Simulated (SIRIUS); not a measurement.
**Zr in SIRIUS: convergence with wave cutoff**

Zr:

```
Zr
1.0
     3.23200    0.00000    0.00000
    -1.61600    2.79899    0.00000
     0.00000    0.00000    5.14700
Zr
2
Direct
  0.65029 0.35323 0.76868
  0.34152 0.66691 0.26241
```

The cell isn't the ideal one: atoms moved at random, drawn with an rms of 0.15 Å.

- Program: SIRIUS 7.10.0
- Task: single point
- Functional: PBEsol
- Potentials or basis: GBRV 1.5 PBEsol (ultrasoft)
- Cutoff: 139 eV
- Density cutoff: 1361 eV
- k mesh: 5 × 5 × 3
- Occupations: cold, width 0.05 eV
- Spin: no spin polarisation

These are the settings of the first run; the series varies wave cutoff, with any setting tied to it.

Hardware: 1 thread of Arm Neoverse V1 (shared host).

```tsv
wave cutoff	energy less the tightest run (meV/atom)	pressure (GPa)	largest force (eV/Å)	SCF cycles	CPU time (s)	peak memory (GiB)
139.3 eV	13876.36	-299.68	0.094	17	6.7	0.13
200.6 eV	1366.15	-54.18	0.215	17	9.7	0.15
273.1 eV	55.52	-6.58	0.198	18	11	0.18
356.7 eV	3.02	-3.16	0.200	19	19	0.22
451.4 eV	2.00	-3.13	0.200	19	25	0.27
557.3 eV	1.44	-3.13	0.200	19	36	0.34
737 eV	1.03	-3.13	0.200	20	42	0.46
941.8 eV	0.00	-3.13	0.200	20	72	0.63
```

Against the tightest run, the pressure stays within 0.1 GPa from 356.7 eV on; the largest force stays within 0.005 eV/Å from 273.1 eV on. Not settled before the last step: the energy (to 1 meV/atom). The tightest run that finished is the yardstick and may itself not be fully converged.

Caveat, for the tightest run too: the k mesh is coarse (spacing up to 0.45 Å⁻¹), so the values aren't converged.
